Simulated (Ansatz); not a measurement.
Below is a relaxed structure of Ti. The cell was relaxed from a distorted copy of a database structure.

All numbers below come from DFT PBE, scalar-relativistic, plane waves, PAW (Ansatz). Cutoff 420 eV, Γ-centred mesh, Gaussian smearing, no spin polarisation.

```xyz
3
Lattice="4.5795 0.0000 0.0000 -2.2897 3.9659 0.0000 0.0000 0.0000 2.8317" Properties=species:S:1:pos:R:3 pbc="T T T"
Ti    0.0000    0.0000    0.0000
Ti    0.0000    2.6439    1.4159
Ti    2.2897    1.3220    1.4159
```

Energies count from the standard state of Ti at the same level.

Problem. Find its symmetry and describe it.

Solution. P6/mmm (No. 191), the omega type. Conventional cell: a = 4.579 Å, c = 2.832 Å. Around Ti on a site of symmetry 6/mmm lie 14 Ti at 2.83–3.00 Å; Ti on a site of symmetry -6m2 is surrounded by 3 Ti at 2.64 Å, 2 Ti at 2.83 Å and 6 Ti at 3.00 Å.

Problem. How far does it lie from the standard state of Ti?

Solution. −0.01 eV/atom. It is level with the standard state within the noise.

Problem. Is it a metal?

Solution. Yes, bands cross the Fermi level on the 12×12×16 mesh.

The last run used a 12×12×16 mesh (in the run's order of axes) for its 3-atom cell and Gaussian smearing of 0.10 eV. For metals, differences of a few meV/atom aren't resolved. A later test with randomly moved atoms came back to the same energy, though modes that don't fit the test's cell weren't probed.
